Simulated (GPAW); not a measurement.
Pt:

```
CELL_PARAMETERS angstrom
0.00000 1.96090 1.96090
1.96090 0.00000 1.96090
1.96090 1.96090 0.00000
ATOMIC_POSITIONS crystal
Pt 0.00000 0.00000 0.00000
```

- Program: GPAW 26.7.0
- Task: relaxation of cell and atoms
- Functional: PBEsol
- Dispersion: D4
- Potentials or basis: PAW data sets generated in the run's folder for this functional
- Cutoff: 600 eV
- Basis: pw
- k mesh: 12 × 12 × 12
- Occupations: fermi-dirac, width 0.05 eV
- Spin: no spin polarisation

At the start: pressure -5.2 GPa; volume 15.08 Å³/atom.

**Question.** Where does the relaxation end?

**Answer.** Over 3 steps the energy falls by 4.6 meV/atom and the volume is 14.81 Å³/atom (-1.8 %); space group Fm-3m (No. 225, to 0.05 Å).

Step by step:
```csv
step,energy change (eV),largest force (eV/Å),pressure (GPa),volume (Å³)
1,0.0000,0.0000,-5.23,15.08
2,-0.0045,0.0000,0.82,14.76
3,-0.0046,0.0000,-0.03,14.81
```

Final structure:
```xyz
1
Lattice="0.0000 1.9490 1.9490 1.9490 0.0000 1.9490 1.9490 1.9490 0.0000" Properties=species:S:1:pos:R:3 pbc="T T T"
Pt    0.0000    0.0000    0.0000
```

Caveat: later steps reuse the first step's grids; pairwise dispersion overbinds metals, which lowers pressure and volume.
